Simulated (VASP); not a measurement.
# Te (C2/m) in VASP: notebook

One crystal, Te, is run at these levels: PBE; tasks: single point.

Everything below comes from runs of VASP 6.6.1. Logs are shortened: lines on timing, memory, paths and dates and some standing lists are left out, and cuts for length are marked.

### 1 The structure

It takes space group C2/m (No. 12, monoclinic). Conventional cell: a = 7.667 Å, b = 4.393 Å, c = 5.877 Å, α = 90.00°, β = 90.40°, γ = 90.00°. Te (site symmetry m) has 6 Te at 3.09 to 3.42 Å as nearest neighbours. Te (site symmetry 2/m) is surrounded by 6 Te at 3.11 to 3.28 Å.

This isn't the form of Te at room conditions, which is trigonal, of chains.

### 2 Single point, PBE

The input, INCAR:

```
SYSTEM = Te
  PREC = Accurate
  ENCUT = 520
  EDIFF = 1E-6
  ISMEAR = 0
  SIGMA = 0.1
  LREAL = .FALSE.
  LASPH = .TRUE.
  NELM = 100
  ALGO = Fast
  ISIF = 2
  LWAVE = .FALSE.
  LCHARG = .FALSE.
  GGA = PE
  NBANDS = 16
```

The input, KPOINTS:

```
regular mesh
0
G
  12 12 8
  0 0 0
```

The input, POSCAR:

```
Te
1.0
    3.8336984434     -2.1966042501      0.0174124277
    3.8336984434      2.1966042501      0.0174124277
   -0.0673835084      0.0000000000      5.8767643660
Te
3
Direct
    0.6850785210      0.6850785210      0.6638734163
    0.3149214790      0.3149214790      0.3361265837
    0.0000000000      0.0000000000      0.0000000000
```

Potentials or basis: VASP PAW PBE potentials, release 64 (Te).

On the command line:

```console
$ cat potpaw_PBE.64/Te/POTCAR > POTCAR
$ mpirun -np 1 vasp_std > vasp.out
```

OUTCAR:

```text
SYSTEM = Te
   PREC = Accurate
   ENCUT = 520
   EDIFF = 1E-6
   ISMEAR = 0
   LREAL = .FALSE.
   LASPH = .TRUE.
   NELM = 100
   ISIF = 2
   GGA = PE

 ion  position               nearest neighbor table
   1  0.685  0.685  0.664-   2 3.09   2 3.09   3 3.11   3 3.28   3 3.28   2 3.42
   2  0.315  0.315  0.336-   1 3.09   1 3.09   3 3.11   3 3.28   3 3.28   1 3.42
   3  0.000  0.000  0.000-   1 3.11   2 3.11   1 3.28   1 3.28   2 3.28   2 3.28

  LATTYP: Found a base centered monoclinic cell.
 ALAT       =     7.6674759726
 B/A-ratio  =     0.5729667124
 C/A-ratio  =     0.7665039561
 COS(beta)  =    -0.0069236235

  Lattice vectors:

 A1 = (   3.8336984434,  -2.1966042501,   0.0174124277)
 A2 = (   3.8336984434,   2.1966042501,   0.0174124277)
 A3 = (  -0.0673835084,   0.0000000000,   5.8767643660)

Analysis of symmetry for initial positions (statically):
=====================================================================
 Subroutine PRICEL returns:
 Original cell was already a primitive cell.

 Routine SETGRP: Setting up the symmetry group for a
 base centered monoclinic supercell.

 Subroutine GETGRP returns: Found  4 space group operations
 (whereof  4 operations were pure point group operations)
 out of a pool of  4 trial point group operations.

The static configuration has the point symmetry C_2h.

Analysis of symmetry for dynamics (positions and initial velocities):
=====================================================================
 Subroutine PRICEL returns:
 Original cell was already a primitive cell.

 Routine SETGRP: Setting up the symmetry group for a
 base centered monoclinic supercell.

 Subroutine GETGRP returns: Found  4 space group operations
 (whereof  4 operations were pure point group operations)
 out of a pool of  4 trial point group operations.

The dynamic configuration has the point symmetry C_2h.

 Subroutine INISYM returns: Found  4 space group operations
 (whereof  4 operations are pure point group operations),
 and found     1 'primitive' translations

----------------------------------------------------------------------------------------

                                     Primitive cell

  volume of cell :      98.9830

  direct lattice vectors                    reciprocal lattice vectors
     3.833698443 -2.196604250  0.017412428     0.130415569 -0.227624070  0.001495357
     3.833698443  2.196604250  0.017412428     0.130415569  0.227624070  0.001495357
    -0.067383508  0.000000000  5.876764366    -0.000772824  0.000000000  0.170152802

  length of vectors
     4.418440582  4.418440582  5.877150666     0.262341712  0.262341712  0.170154557

  position of ions in fractional coordinates (direct lattice)
     0.685078521  0.685078521  0.663873416
     0.314921479  0.314921479  0.336126584
     0.000000000  0.000000000  0.000000000

  ion indices of the primitive-cell ions
   primitive index   ion index
                 1           1
                 2           2
                 3           3

----------------------------------------------------------------------------------------

 KPOINTS: regular mesh

Automatic generation of k-mesh.
 Grid dimensions read from file:
 generate k-points for:   12   12    8

 Generating k-lattice:

  Cartesian coordinates                     Fractional coordinates (reciprocal lattice)
     0.010867964 -0.018968673  0.000124613     0.083333333  0.000000000  0.000000000
     0.010867964  0.018968673  0.000124613     0.000000000  0.083333333  0.000000000
    -0.000096603  0.000000000  0.021269100     0.000000000  0.000000000  0.125000000

  Length of vectors
     0.021861809  0.021861809  0.021269320

  Shift w.r.t. Gamma in fractional coordinates (k-lattice)
     0.000000000  0.000000000  0.000000000

 Subroutine IBZKPT returns following result:
 ===========================================

 Found    320 irreducible k-points:

 Following reciprocal coordinates:
            Coordinates               Weight
  0.000000  0.000000  0.000000      1.000000
  0.083333  0.000000 -0.000000      4.000000
  0.166667  0.000000  0.000000      4.000000
  0.250000  0.000000  0.000000      4.000000
  0.333333  0.000000 -0.000000      4.000000
  0.416667  0.000000 -0.000000      4.000000
[... 16 lines left out ...]
  0.500000  0.166667 -0.000000      4.000000
 -0.416667  0.166667  0.000000      4.000000
 [... further k-points ...]
   k-points           NKPTS =    320   k-points in BZ     NKDIM =    320   number of bands    NBANDS=     16
   number of dos      NEDOS =    301   number of ions     NIONS =      3
   total plane-waves  NPLWV =  62208
   dimension x,y,z NGX =    36 NGY =   36 NGZ =   48
   dimension x,y,z NGXF=    72 NGYF=   72 NGZF=   96
   ions per type =               3
   NGX,Y,Z   is equivalent  to a cutoff of  13.55, 13.55, 13.58 a.u.
   NGXF,Y,Z  is equivalent  to a cutoff of  27.09, 27.09, 27.16 a.u.
 SYSTEM =  Te
   PREC   = accura    normal or accurate (medium, high low for compatibility)
   ISTART =      0    job   : 0-new  1-cont  2-samecut
   ICHARG =      2    charge: 1-file 2-atom 10-const
   ISPIN  =      1    spin polarized calculation?
   LNONCOLLINEAR =      F non collinear calculations
   LSORBIT =      F    spin-orbit coupling
   LASPH  =      T    aspherical Exc in radial PAW
   ENCUT  =  520.0 eV  38.22 Ry    6.18 a.u.   8.22  8.22 10.93*2*pi/ulx,y,z
   NELM   =    100;   NELMIN=  2; NELMDL= -5     # of ELM steps
   EDIFF  = 0.1E-05   stopping-criterion for ELM
   LREAL  =      F    real-space projection
[... 7 lines left out ...]
   TEBEG  =    0.0;   TEEND  =   0.0 temperature during run
   PSTRESS=    0.0 pullay stress
   NELECT =      18.0000    total number of electrons
   NUPDOWN=      -1.0000    fix difference up-down
   EMIN   =  10.00;   EMAX   =-10.00  energy-range for DOS
   EFERMI =   0.00;   METHOD = LEGACY
   ISMEAR =     0;   SIGMA  =   0.10  broadening in eV -4-tet -1-fermi 0-gaus
   EFERMI_NEDOS =   21; number of points for ismear=-14 and -15
   IALGO  =     68    algorithm
   IMIX   =      4    mixing-type and parameters
     AMIX     =   0.40;   BMIX     =  1.00
     AMIX_MAG =   1.60;   BMIX_MAG =  1.00
  volume/ion in A,a.u.               =      32.99       222.66
  Fermi-wavevector in a.u.,A,eV,Ry     =   0.927496  1.752714 11.704400  0.860249
  Thomas-Fermi vector in A             =   2.053572
   LORBIT       =      0    0 simple, 1 ext, 2 COOP (PROOUT), +10 PAW based schemes
   GGA     = PE    functional components
   LHFCALC =     F    Hartree Fock is set to
   AEXX    =    0.0000 exact exchange contribution
   IVDW    =     0    specifies the selected vdW correction
   LEPSILON=     F    determine dielectric tensor
   LRPA    =     F    only Hartree local field effects (RPA)
 non-spin polarized calculation
 RMM-DIIS sequential band-by-band and
 Gauss-broadening in eV      SIGMA  =   0.10
  energy-cutoff  :      520.00
  volume of cell :       98.98
 maximum number of plane-waves:      2682
 NGX is ok and might be reduce to    36
   NGX = 17   NGY = 17   NGZ = 21

 number of electron      18.0000000 magnetization

 Free energy of the ion-electron system (eV)
  ---------------------------------------------------
  ext. energy  EPLUGINS =         0.00000000
  ---------------------------------------------------
  free energy    TOTEN  =        -9.30972149 eV

  energy without entropy =       -9.30369406  energy(sigma->0) =       -9.30670778

 E-fermi :   6.3266     XC(G=0):  -9.2406

 val. band max:        6.3198295076   @ k =   0.1667   0.0000   0.2500
 cond. band min:       6.3368722803   @ k =   0.3333   0.0833   0.2500
 fundamental gap:      0.0170427728
 Fermi energy:         6.3266230928

 k-point     1 :       0.0000    0.0000    0.0000
  band No.  band energies     occupation
      1      -7.2466      2.00000
      2      -4.0298      2.00000
      3      -3.9605      2.00000
      4       3.6675      2.00000
      5       3.6806      2.00000
      6       4.1015      2.00000
[... 8 lines left out ...]
     15      12.3473      0.00000
     16      12.4689      0.00000

 k-point     2 :       0.0833    0.0000   -0.0000
  band No.  band energies     occupation
      1      -7.1907      2.00000
      2      -4.0271      2.00000
      3      -3.9657      2.00000
      4       2.9913      2.00000
      5       3.3803      2.00000
      6       3.6420      2.00000
[... 8 lines left out ...]
     15      12.3820      0.00000
     16      12.6270      0.00000

 k-point     3 :       0.1667    0.0000    0.0000
  band No.  band energies     occupation
      1      -7.0245      2.00000
      2      -4.0669      2.00000
      3      -3.9550      2.00000
      4       2.2018      2.00000
      5       2.8781      2.00000
      6       3.1788      2.00000
[... 8 lines left out ...]
     15      12.3667      0.00000
     16      13.0282      0.00000

 k-point     4 :       0.2500    0.0000    0.0000
  band No.  band energies     occupation
      1      -6.7537      2.00000
      2      -4.2260      2.00000
      3      -3.9064      2.00000
      4       1.6821      2.00000
      5       2.4080      2.00000
      6       2.7990      2.00000
[... 8 lines left out ...]
     15      12.6750      0.00000
     16      13.7502      0.00000

 k-point     5 :       0.3333    0.0000   -0.0000
  band No.  band energies     occupation
      1      -6.3893      2.00000
      2      -4.5265      2.00000
      3      -3.8472      2.00000
      4       1.5072      2.00000
      5       2.0401      2.00000
      6       2.5152      2.00000
[... 8 lines left out ...]
     15      13.3216      0.00000
     16      14.6085      0.00000

 k-point     6 :       0.4167    0.0000   -0.0000
  band No.  band energies     occupation
      1      -5.9524      2.00000
      2      -4.9462      2.00000
      3      -3.7994      2.00000
      4       1.6393      2.00000
      5       1.8408      2.00000
      6       2.3358      2.00000
[... 8 lines left out ...]
     15      14.2579      0.00000
     16      15.2118      0.00000

 k-point     7 :       0.5000    0.0000    0.0000
  band No.  band energies     occupation
      1      -5.5640      2.00000
      2      -5.3345      2.00000
      3      -3.7810      2.00000
      4       1.6735      2.00000
      5       2.0608      2.00000
      6       2.2180      2.00000
[... 8 lines left out ...]
     15      14.5994      0.00000
     16      15.3389      0.00000

 k-point     8 :       0.0833    0.0833   -0.0000
  band No.  band energies     occupation
      1      -7.1923      2.00000
      2      -4.0407      2.00000
      3      -3.9506      2.00000
      4       2.9559      2.00000
      5       3.4658      2.00000
      6       3.5747      2.00000
[... 8 lines left out ...]
     15      12.3330      0.00000
     16      12.6582      0.00000

 k-point     9 :       0.1667    0.0833   -0.0000
  band No.  band energies     occupation
      1      -7.0829      2.00000
      2      -4.0546      2.00000
      3      -3.9513      2.00000
      4       2.5135      2.00000
      5       2.6341      2.00000
      6       3.8342      2.00000
[... 8 lines left out ...]
     15      12.6696      0.00000
     16      12.7801      0.00000
[... 172 lines left out ...]
 k-point    19 :       0.1667    0.1667   -0.0000
  band No.  band energies     occupation
      1      -7.0313      2.00000
      2      -4.0804      2.00000
      3      -3.9357      2.00000
      4       2.1588      2.00000
      5       2.9954      2.00000
      6       3.0916      2.00000
[... 8 lines left out ...]
     15      12.3673      0.00000
     16      13.2254      0.00000

 k-point    20 :       0.2500    0.1667   -0.0000
  band No.  band energies     occupation
      1      -6.8716      2.00000
      2      -4.1201      2.00000
      3      -3.9518      2.00000
      4       1.8670      2.00000
      5       2.2671      2.00000
      6       3.4223      2.00000
[... 8 lines left out ...]
     15      13.0518      0.00000
     16      13.1165      0.00000

 k-point    21 :       0.3333    0.1667    0.0000
  band No.  band energies     occupation
      1      -6.6096      2.00000
      2      -4.2019      2.00000
      3      -4.0193      2.00000
      4       1.6905      2.00000
      5       1.7798      2.00000
      6       3.5600      2.00000
[... 8 lines left out ...]
     15      13.1913      0.00000
     16      14.2904      0.00000

 k-point    22 :       0.4167    0.1667    0.0000
  band No.  band energies     occupation
      1      -6.2566      2.00000
      2      -4.4400      2.00000
      3      -4.0620      2.00000
      4       1.6118      2.00000
      5       1.6751      2.00000
      6       3.1328      2.00000
[... 8 lines left out ...]
     15      13.6723      0.00000
     16      15.1113      0.00000

 k-point    23 :       0.5000    0.1667   -0.0000
  band No.  band energies     occupation
      1      -5.8336      2.00000
      2      -4.8300      2.00000
      3      -4.0701      2.00000
      4       1.7456      2.00000
      5       1.8228      2.00000
      6       2.6494      2.00000
[... 8 lines left out ...]
     15      14.0783      0.00000
     16      14.8292      0.00000

 k-point    24 :      -0.4167    0.1667    0.0000
  band No.  band energies     occupation
      1      -5.4353      2.00000
      2      -5.2286      2.00000
      3      -4.0670      2.00000
      4       1.8765      2.00000
      5       2.1429      2.00000
      6       2.3813      2.00000
[... 8 lines left out ...]
     15      13.0865      0.00000
     16      15.2904      0.00000

 [... further k-points ...]

------------------------ aborting loop because EDIFF is reached ----------------------------------------

  FORCE on cell =-STRESS in cart. coord.  units (eV):
  Direction    XX          YY          ZZ          XY          YZ          ZX
  --------------------------------------------------------------------------------------
  -------------------------------------------------------------------------------------
  Total       -0.0361977     -0.0220810     -0.0258163      0.0000000      0.0000000     -0.0119008
  in kB       -0.5859094     -0.3574112     -0.4178732      0.0000000      0.0000000     -0.1926304
  external PRESSURE =      -0.4537313 kB  Pullay stress =       0.0000000 kB

 VOLUME and BASIS-vectors are now :
 -----------------------------------------------------------------------------
  energy-cutoff  :      520.00
  volume of cell :       98.98
      direct lattice vectors                 reciprocal lattice vectors
     3.833698443 -2.196604250  0.017412428     0.130415569 -0.227624070  0.001495357
     3.833698443  2.196604250  0.017412428     0.130415569  0.227624070  0.001495357
    -0.067383508  0.000000000  5.876764366    -0.000772824  0.000000000  0.170152802

 POSITION                                       TOTAL-FORCE (eV/Angst)
 -----------------------------------------------------------------------------------
      5.20803      0.00000      3.92529        -0.001103      0.000000      0.005262
      2.39198      0.00000      1.98630         0.001103      0.000000     -0.005262
      0.00000      0.00000      0.00000        -0.000000     -0.000000      0.000000
 -----------------------------------------------------------------------------------
    total drift:                               -0.000000      0.000000      0.000000

  FREE ENERGIE OF THE ION-ELECTRON SYSTEM (eV)
  ---------------------------------------------------
  free  energy   TOTEN  =        -9.3097214941 eV

  energy  without entropy=       -9.3036940571  energy(sigma->0) =       -9.30670778
```

It took 2.6 min on 1 thread of Intel Xeon 6975P-C (Granite Rapids), shared host; peak memory 0.53 GiB.

Results:

| Property | Result |
| --- | --- |
| Free energy | -9.3097 eV |
| Pressure | 0.0 GPa |
| Largest force | 0.005 eV/Å |
| Band gap on the k mesh | none (metal or under the smearing width) |

Forces in eV/Å, atoms in the order of the input:
```
Te  -0.001  0.000  0.005
Te   0.001  0.000 -0.005
Te   0.000  0.000  0.000
```

Spin-orbit coupling is left out, which matters for the levels of Te.

### 3 Single point, PBE

This run uses another cell than the first one, of 32.70 Å³/atom, 0.991 times its volume.

The input, INCAR:

```
SYSTEM = Te
ALGO     = Normal         ! electronic algorithm
EDIFF    = 1E-6           ! SCF threshold, eV
ENCUT    = 520            ! plane-wave cutoff, eV
GGA      = PE             ! functional
ISIF     = 2              ! what is computed and relaxed
ISMEAR   = 0              ! smearing method
LASPH    = .True.         ! aspherical terms in the spheres
LCHARG   = .False.        ! write CHGCAR
LREAL    = .False.        ! projectors in reciprocal space
LWAVE    = .False.        ! write WAVECAR
NBANDS   = 16             ! bands
NELM     = 100            ! most SCF steps
PREC     = Accurate       ! precision mode
SIGMA    = 0.1            ! smearing width, eV
```

The input, KPOINTS:

```
k-points
0
Gamma
  6 6 4
  0 0 0
```

The input, POSCAR:

```
Te
1.0
    3.8202894285     -2.1482026000      0.0000000000
    3.8202894285      2.1482026000      0.0000000000
   -0.0942908673      0.0000000000      5.9760906531
Te
3
Direct
    0.6905533900      0.6905533900      0.6611905100
    0.3094466100      0.3094466100      0.3388094900
    0.0000000000      0.0000000000      0.0000000000
```

Potentials or basis: VASP PAW PBE potentials, release 64 (Te).

On the command line:

```console
$ cat potpaw_PBE.64/Te/POTCAR > POTCAR
$ mpirun -np 1 vasp_std > vasp.out
```

Wall time 27 s (1 thread of Intel Xeon 6975P-C (Granite Rapids), shared host); peak memory 0.25 GiB.

It converged, with:

- Free energy: -9.2839 eV
- Pressure: 0.6 GPa
- Largest force: 0.056 eV/Å
- Band gap on the k mesh: none (metal or under the smearing width)

Forces in eV/Å, atoms in the order of the input:
```
Te  -0.053  0.000  0.019
Te   0.053  0.000 -0.019
Te   0.000  0.000  0.000
```

Stress tensor (GPa, compression positive):
```
 0.46  0.00 -0.19
 0.00  0.92  0.00
-0.19  0.00  0.34
```

Levels at points of the mesh, in eV from the Fermi level:
| k point | band 5 | band 6 | band 7 | band 8 | band 9 | band 10 | band 11 | band 12 | band 13 | band 14 |
| --- | --- | --- | --- | --- | --- | --- | --- | --- | --- | --- |
| (0.00, 0.00, 0.00) | -2.75 | -2.28 | -2.07 | -1.69 | -1.48 | 0.92 | 0.95 | 1.50 | 4.70 | 5.11 |
| (0.50, 0.00, 0.00) | -4.52 | -4.17 | -3.86 | -0.67 | -0.67 | 0.21 | 0.32 | 2.38 | 3.54 | 7.93 |
| (0.50, 0.50, 0.00) | -4.24 | -4.12 | -4.02 | -0.40 | -0.17 | 0.01 | 0.20 | 2.41 | 3.63 | 7.77 |
| (0.00, 0.00, 0.50) | -2.75 | -2.67 | -1.25 | -0.85 | -0.38 | -0.19 | -0.17 | 0.16 | 3.74 | 4.90 |
| (0.50, 0.00, 0.50) | -3.66 | -3.48 | -2.80 | -2.68 | -0.27 | 0.22 | 1.94 | 2.62 | 4.29 | 4.58 |
| (0.50, 0.50, 0.50) | -3.34 | -3.28 | -3.16 | -2.61 | -0.13 | 0.24 | 2.28 | 2.39 | 4.25 | 4.54 |

Spin-orbit coupling is left out, which matters for the levels of Te.
